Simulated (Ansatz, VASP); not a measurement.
Two plane-wave programs on AlN

```
CELL_PARAMETERS angstrom
3.10669 0.00000 0.00000
-1.55335 2.69048 0.00000
0.00000 0.00000 4.97859
ATOMIC_POSITIONS crystal
Al 0.33333 0.66667 0.99920
Al 0.66667 0.33333 0.49920
N 0.33333 0.66667 0.38080
N 0.66667 0.33333 0.88080
```

Alike in both runs: task single point; functional PBE; k mesh 12 × 12 × 6; no spin polarisation.

|  | VASP | Ansatz |
| --- | --- | --- |
| version | VASP 6.6.1 | Ansatz 0.2.0 |
| potentials or method | VASP PAW PBE potentials, release 64 (Al, N) | plane waves, PAW |
| plane-wave cutoff (eV) | 520 | 420 |
| occupations | gaussian, width 0.01 eV | fixed |
| valence electrons in the cell | 16 | 16 |

Ansatz gave:

* gap on the k mesh at the Fermi level (eV): 4.23

Task: Estimate VASP's values.

Result: gap on the k mesh at the Fermi level (eV): 4.24.

A k mesh can miss the band edges. PBE gaps usually lie below the measured ones, often by a third to a half.
